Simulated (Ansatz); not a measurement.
**ZnTe under load (space group R3m): band-edge transport data**

Data:

```xyz
2
Lattice="0.0312 3.0555 3.0555 3.0555 0.0312 3.0555 3.0555 3.0555 0.0312" Properties=species:S:1:pos:R:3 pbc="T T T"
Zn     3.0659     3.0659     3.0659
Te     1.5408     1.5408     1.5408
```

Level of theory: PBEsol with spin-orbit coupling, rigid bands (plane waves, PAW; Ansatz, an electronic-structure program). Condition of this run: uniaxial stress along [111] of -1 GPa (compression positive) (the target of the relaxation). Cell: cell and atoms relaxed with PBEsol, then loaded as said.

The band gap comes out as 0.88 eV. The electron conductivity mass (300 K, dilute) is 0.085 mₑ and the hole conductivity mass (300 K, dilute) is 0.39 mₑ. The effective density of states N_c (300 K) comes out as 5.8e17 cm⁻³ and the effective density of states N_v (300 K) is 6.3e18 cm⁻³. The density-of-states mass, electrons comes out as 0.081 mₑ and the density-of-states mass, holes is 0.40 mₑ. The Seebeck coefficient, n-type 1e19 cm⁻³, 300 K is -56 μV/K. The Seebeck coefficient, p-type 1e19 cm⁻³, 300 K comes out as 226 μV/K and the best p-type power factor at 300 K for τ = 10 fs (best axis; densities from 1e16 to 1e21 cm⁻³ tried, whether or not they can be reached) comes out as 5.0 μW/(cm·K²) at 1e20 cm⁻³.

Rigid bands; masses and Seebeck coefficients take one relaxation time τ for all states and one kind of carrier; polarons and phonon drag are left out.
